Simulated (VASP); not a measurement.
Crystal: PbSe (Clausthalite).

```
Pb Se
1.0
     0.00000    3.06065    3.06065
     3.06065    0.00000    3.06065
     3.06065    3.06065    0.00000
Pb Se
1 1
Direct
  0.00000 0.00000 0.00000
  0.50000 0.50000 0.50000
```

Base run:

| Item | Value |
| --- | --- |
| Program | VASP 6.6.1 |
| Functional | PW91 |
| Potentials or basis | VASP PAW PBE potentials, release 64 (Pb_d, Se) |
| Cutoff | 520 eV |
| k mesh | 8 × 8 × 8 |
| Occupations | fermi-dirac, width 0.05 eV |
| Spin | no spin polarisation |

Its results: band gap on the k mesh 0.27 eV, direct.

Q: The run is repeated on the same cell with these changes: functional from PW91 to LDA; potentials or basis from VASP PAW PBE potentials, release 64 (Pb_d, Se) to VASP PAW LDA potentials, release 64 (Pb_d, Se). What comes out?

A: Band gap on the k mesh 0.16 eV, direct.

Caveats: spin-orbit coupling is left out, which as a rule narrows the gap of such compounds by several tenths of an eV.
